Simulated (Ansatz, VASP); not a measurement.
# Two plane-wave programs on Pd

File POSCAR:

```
Pd
1.0
    2.7460433387      0.0000000000      0.0000000000
   -1.3730216694      2.3781432912      0.0000000000
    0.0000000000      0.0000000000      4.5663327230
Pd
2
Direct
    0.3333333333      0.6666666667      0.2500000000
    0.6666666667      0.3333333333      0.7500000000
```

The input INCAR.step1:

```
SYSTEM = Pd
PREC     = Accurate       ! precision mode
ENCUT    = 520            ! plane-wave cutoff, eV
ISMEAR   = -1             ! smearing method
SIGMA    = 0.05           ! smearing width, eV
LREAL    = .False.        ! projectors in reciprocal space
LASPH    = .True.         ! aspherical terms in the spheres
NELM     = 60             ! most SCF steps
NBANDS   = 17             ! bands
GGA      = PE             ! functional
ALGO     = Normal         ! electronic algorithm
EDIFF    = 1E-4           ! SCF threshold, eV
LWAVE    = .True.         ! write WAVECAR
LCHARG   = .False.        ! write CHGCAR
```

INCAR.step2

```
SYSTEM = Pd
PREC     = Accurate       ! precision mode
ENCUT    = 520            ! plane-wave cutoff, eV
EDIFF    = 1E-6           ! SCF threshold, eV
ISMEAR   = -1             ! smearing method
SIGMA    = 0.05           ! smearing width, eV
LREAL    = .False.        ! projectors in reciprocal space
LASPH    = .True.         ! aspherical terms in the spheres
NELM     = 60             ! most SCF steps
ALGO     = Normal         ! electronic algorithm
ISIF     = 2              ! what is computed and relaxed
LWAVE    = .False.        ! write WAVECAR
LCHARG   = .True.         ! write CHGCAR
METAGGA  = R2SCAN         ! meta-GGA
LMIXTAU  = .True.       
LELF     = .True.         ! ELF
LVHAR    = .True.       
NBANDS   = 17             ! bands
ISTART   = 1
```

The input KPOINTS:

```
regular mesh
0
Gamma
  11 11 6
  0 0 0
```

Contents of input.yaml:

```yaml
crystal:
  lattice:
    - [2.7460433387, 0.0, 0.0]
    - [-1.3730216694, 2.3781432912, 0.0]
    - [0.0, 0.0, 4.566332723]
  atoms:
    - { symbol: Pd, position: [0.3333333333, 0.6666666667, 0.25] }
    - { symbol: Pd, position: [0.6666666667, 0.3333333333, 0.75] }
hamiltonian:
  xc: r2scan
  pseudopotentials: { kind: paw }
kpoints:
  mp_grid: { grid: [11, 11, 6] }
scf:
  occupations: { method: fermi_dirac, width: 0.05 }
output:
  forces: true
  stress: true
  eigenvalues: true
  write_density: true
  write_potential: true
  elf: true
  volumetric_format: npy
```

This isn't the form of Pd at room conditions, which is fcc.

Alike in both runs: task single point; functional r2SCAN; k mesh 11 × 11 × 6; occupations fermi-dirac, width 0.05 eV; no spin polarisation.

|  | VASP | Ansatz |
| --- | --- | --- |
| version | VASP 6.6.1 | Ansatz 0.2.0 |
| potentials or method | VASP PAW PBE potentials, release 64 (Pd) | Ansatz PAW |
| plane-wave cutoff (eV) | 520 | 500 |
| valence electrons in the cell | 20 | 36 |

Ansatz gave:

* gap on the k mesh at the Fermi level (eV): none
* pressure (GPa): 1.2
* largest component of the traceless stress (GPa): 0.62

Q: What did VASP give for the same quantities?

A: gap on the k mesh at the Fermi level (eV): none; pressure (GPa): 1.8; largest component of the traceless stress (GPa): 0.57.

A gap of «none» marks a metal or a gap that the smearing closes. The two sets of potentials don't hold the same shells in valence.

Caveats: the PAW data sets were made with another functional, which shifts forces and pressure a little (VASP); the PAW data sets come from PBE, with cores solved anew for the run's functional, which leaves a small shift of forces and pressure (Ansatz).
